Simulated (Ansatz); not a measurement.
Six crystals in the simple cubic structure, computed with PBE in Ansatz (plane waves, PAW datasets (generated soft set 1); cutoff 420 eV), no spin polarisation, no spin–orbit coupling, Fermi–Dirac smearing of 0.061 eV, k-spacing 0.06 Å⁻¹.

Rank them by bulk modulus, stiffest first.
A. Al
B. Ge
C. Rb
D. P
E. Mn
F. Re

F (259 GPa), E (212 GPa), D (109 GPa), B (67 GPa), A (57 GPa), C (2.1 GPa).

Model structures, not the usual forms at ambient conditions (metastable or hypothetical): P, Mn, Rb, Ge, Al, Re. Spin polarisation is left out, and a magnetic state may lie lower for Mn.
